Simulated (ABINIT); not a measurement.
Wanted: the native input for an ABINIT 10.8.3 (patched build) run.

| Property | Result |
| --- | --- |
| Task | band structure |
| Functional | HCTH407 |
| Potentials or basis | JTH PAW PBE v2.0 |
| Cutoff | 463 eV |
| k mesh | 8 × 8 × 5 |
| Occupations | fermi-dirac, width 0.05 eV |
| Spin | no spin polarisation |
| Fine-grid cutoff | 925.187 eV |
| Exchange and correlation inside the PAW spheres | full angular mesh (pawxcdev 0, this build's default; the released program takes 1) |

ZrSe2:

```
Zr Se
1.0
     3.79800    0.00000    0.00000
    -1.89900    3.28916    0.00000
     0.00000    0.00000    6.19200
Zr Se
1 2
Direct
  0.00000 0.00000 0.00000
  0.66667 0.33333 0.75000
  0.33333 0.66667 0.25000
```

The input as run:

run.abi

```
# Datasets: ground state, then fixed potential
ndtset 2

# Pseudopotentials
pp_dirpath "./"
pseudos "Zr.GGA_PBE-JTH.xml, Se.GGA_PBE-JTH.xml"

# Structure
acell 7.1771798213 7.1771798214 11.7011841637
rprim
     1.0000000000     0.0000000000     0.0000000000
    -0.5000000000     0.8660254038     0.0000000000
     0.0000000000     0.0000000000     1.0000000000
ntypat 2
znucl 40 34
natom 3
typat 1 2 2
xred
     0.0000000000     0.0000000000     0.0000000000
     0.6666666667     0.3333333333     0.7500000000
     0.3333333333     0.6666666667     0.2500000000

# Plane-wave basis
ecut 17.0
pawecutdg 34.0

# Exchange and correlation
ixc 27

# Bands and occupations
occopt 3
tsmear 0.05 eV

# SCF cycle
nstep 100

# Output
iomode 3
prtwf 0
prteig 0
prtebands 0
enunit 1
prtden1 1
prtvha1 1
prtvclmb1 1
prtpot1 1

# Dataset 1
kptopt1 1
ngkpt1 8 8 5
nshiftk1 1
shiftk1 0.0 0.0 0.0
nband1 16
tolvrs1 1.0e-9

# Dataset 2: bands along G-M-K-G-A-L-H-A
iscf2 -2
getden2 1
nband2 20
nbdbuf2 2
tolwfr2 1.0e-12
kptopt2 -7
ndivsm2 8
prteig2 1
kptbounds2
     0.0000000000     0.0000000000     0.0000000000
     0.5000000000     0.0000000000     0.0000000000
     0.3333333333     0.3333333333     0.0000000000
     0.0000000000     0.0000000000     0.0000000000
     0.0000000000     0.0000000000     0.5000000000
     0.5000000000     0.0000000000     0.5000000000
     0.3333333333     0.3333333333     0.5000000000
     0.0000000000     0.0000000000     0.5000000000
```

Potentials or basis: JTH PAW PBE v2.0.

Launch:

```sh
$ abinit run.abi > log 2>&1
```

Results of the run:

| Property | Result |
| --- | --- |
| Pressure | 3.1 GPa |
| Largest force | 0.108 eV/Å |
| Band gap on the k mesh | 0.55 eV, indirect (least direct gap 1.12 eV) |
| Band gap along the path | 0.52 eV, indirect (least direct gap 1.12 eV) |
| Valence electrons inside the program's atomic spheres | Zr 8.97; Se 4.08 |

Caveat: the PAW data sets were made with another functional, which shifts forces and pressure a little.

Run time: 87 s on 1 thread of Arm Neoverse V2, with other jobs on the host, peak memory 0.15 GiB.
